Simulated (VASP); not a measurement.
Runs of VASP 6.6.1 on ZnS. The structure is cubic, space group F-43m (No. 216). The conventional cell has a = 5.404 Å, b = 5.404 Å, c = 5.404 Å, α = 90.00°, β = 90.00°, γ = 90.00°. Around Zn (site symmetry -43m) lie 4 S at 2.34 Å. S (site symmetry -43m) has 4 Zn at 2.34 Å as nearest neighbours. 

```tsv
task	level	potentials or basis	cell	k mesh	cutoff (eV)	smearing	ladder	grid for exact exchange (PRECFOCK)	exchange at q = 0	k mesh for the DOS	occupations for the DOS	gap on the mesh (eV)	pressure (GPa)	relaxed volume (Å³/atom)
band structure	LDA	VASP PAW LDA potentials, release 64 (Zn, S)	as given	9 × 9 × 9	520	fermi-dirac 0.05 eV	-	-	-	-	-	1.89	-	-
single point	PBE	VASP PAW PBE potentials, release 64 (Zn, S)	as given	9 × 9 × 9	520	gaussian 0.019 eV	-	-	-	-	-	2.11	(a)	-
band structure	PBE0	VASP PAW PBE potentials, release 64 (Zn, S)	as given	6 × 6 × 6	520	gaussian 0.02 eV	gaps	Fast	truncated	-	-	4.00	0.7	-
relaxation of cell and atoms	PBE+D3(BJ)	VASP PAW PBE potentials, release 64 (Zn, S)	relaxed	9 × 9 × 9	600	fermi-dirac 0.05 eV	-	-	-	-	-	(c)	0.0	19.47
band structure	r2SCAN-EpsX	VASP PAW PBE potentials, release 64 (Zn, S)	as given	6 × 6 × 6	520	gaussian 0.02 eV	gaps	Fast	truncated	-	-	(d)	-0.6	-
relaxation of cell and atoms	LDA	VASP PAW LDA potentials, release 64 (Zn, S)	relaxed	9 × 9 × 9	600	fermi-dirac 0.05 eV	-	-	-	-	-	2.15	-0.1	18.62
relaxation of cell and atoms	PBEsol+D3(BJ)	VASP PAW PBE potentials, release 64 (Zn, S)	relaxed	9 × 9 × 9	600	fermi-dirac 0.05 eV	-	-	-	-	-	2.20	0.0	18.74
relaxation of cell and atoms	PBE	VASP PAW PBE potentials, release 54 (Zn, S)	relaxed	9 × 9 × 9	580	fermi-dirac 0.05 eV	-	-	-	-	-	2.01	0.0	20.20
band structure	TPSSh	VASP PAW PBE potentials, release 64 (Zn, S)	as given	5 × 5 × 5	520	fermi-dirac 0.05 eV	-	Fast	truncated	-	-	(b)	0.8	-
band structure	TB-mBJ	VASP PAW PBE potentials, release 64 (Zn, S)	as given	10 × 10 × 10	520	gaussian 0.02 eV	free	-	-	-	-	3.70	-	-
```

Alike in all rows: no spin polarisation.

Fill in the values left out.

(a) 1.8; (b) 3.04; (c) 2.17; (d) 3.80.

Caveats: an odd mesh through Γ misses points on the zone boundary, where band edges often lie (some runs); the PAW data sets were made with another functional, which shifts forces and pressure a little (some runs).

Not every run made on this cell is shown here.
